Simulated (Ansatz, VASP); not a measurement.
## Cs in VASP and in Ansatz

The input INCAR:

```
SYSTEM = Cs
PREC = Accurate
ENCUT = 520
EDIFF = 1E-7
ISMEAR = 0
SIGMA = 0.1
LREAL = .FALSE.
LASPH = .TRUE.
NELM = 100
ALGO = Fast
ISIF = 2
LWAVE = .FALSE.
LCHARG = .FALSE.
GGA = PS
NBANDS = 16
```

KPOINTS

```
Automatic mesh
0
G
  9 9 6
  0 0 0
```

Contents of POSCAR:

```
Cs
1.0
    5.8029297241      0.0000000000      0.0000000000
   -2.9014648621      5.0254845576      0.0000000000
    0.0000000000      0.0000000000      9.5131797162
Cs
2
Direct
    0.3333333300      0.6666666700      0.2500000000
    0.6666666700      0.3333333300      0.7500000000
```

Input for Ansatz:

```yaml
crystal:
  lattice:
    - [5.8029297241, 0.0, 0.0]
    - [-2.9014648621, 5.0254845576, 0.0]
    - [0.0, 0.0, 9.5131797162]
  atoms:
    - { symbol: Cs, position: [0.33333333, 0.66666667, 0.25] }
    - { symbol: Cs, position: [0.66666667, 0.33333333, 0.75] }
basis:
  ecutwfc: 420
kpoints:
  mp_grid: { grid: [9, 9, 6] }
hamiltonian:
  xc: pbesol
scf:
  occupations: { method: gaussian, width: 0.1 }
output:
  forces: true
  stress: true
  eigenvalues: true
  populations: true
```

Alike in both runs: task single point; functional PBEsol; k mesh 9 × 9 × 6; occupations gaussian, width 0.1 eV; no spin polarisation.

```csv
,VASP,Ansatz
version,VASP 6.6.1,Ansatz 0.2.0
potentials or method,"VASP PAW PBE potentials, release 64 (Cs_sv)","scalar-relativistic, plane waves, PAW"
plane-wave cutoff (eV),520,420
valence electrons in the cell,18,18
```

|  | VASP | Ansatz | Ansatz less VASP |
| --- | --- | --- | --- |
| gap on the k mesh at the Fermi level (eV) | none | none | - |
| pressure (GPa) | -0.3 | -0.3 | +0.01 |

A gap of «none» marks a metal or a gap that the smearing closes.

Caveats: the PAW data sets were made with another functional, which shifts forces and pressure a little (VASP). The runs have no spin-orbit coupling, so splittings on Cs are missing.
